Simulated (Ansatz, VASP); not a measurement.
## One calculation of AgCl, two programs

```xyz
2
Lattice="3.0595 0.0000 0.0000 0.0000 3.0595 0.0000 0.0000 0.0000 4.3261" Properties=species:S:1:pos:R:3 pbc="T T T"
Ag    0.0000    0.0000    0.0000
Cl    1.5297    1.5297    2.1630
```

Alike in both runs: task single point; functional PBEsol; k mesh 12 × 12 × 12; occupations gaussian, width 0.05 eV; no spin polarisation.

```csv
,VASP,Ansatz
version,VASP 6.6.1,Ansatz 0.2.0
potentials or method,"VASP PAW PBE potentials, release 64 (Ag, Cl)","scalar-relativistic, plane waves, PAW"
plane-wave cutoff (eV),520,420
valence electrons in the cell,18,26
```

|  | VASP | Ansatz | Ansatz less VASP |
| --- | --- | --- | --- |
| gap on the k mesh at the Fermi level (eV) | none | none | - |
| pressure (GPa) | -3.9 | -3.8 | +0.09 |
| largest component of the traceless stress (GPa) | 11.43 | 11.40 | -0.028 |

A gap of «none» marks a metal or a gap that the smearing closes. The two sets of potentials don't hold the same shells in valence.

Caveats: the PAW data sets were made with another functional, which shifts forces and pressure a little (VASP).
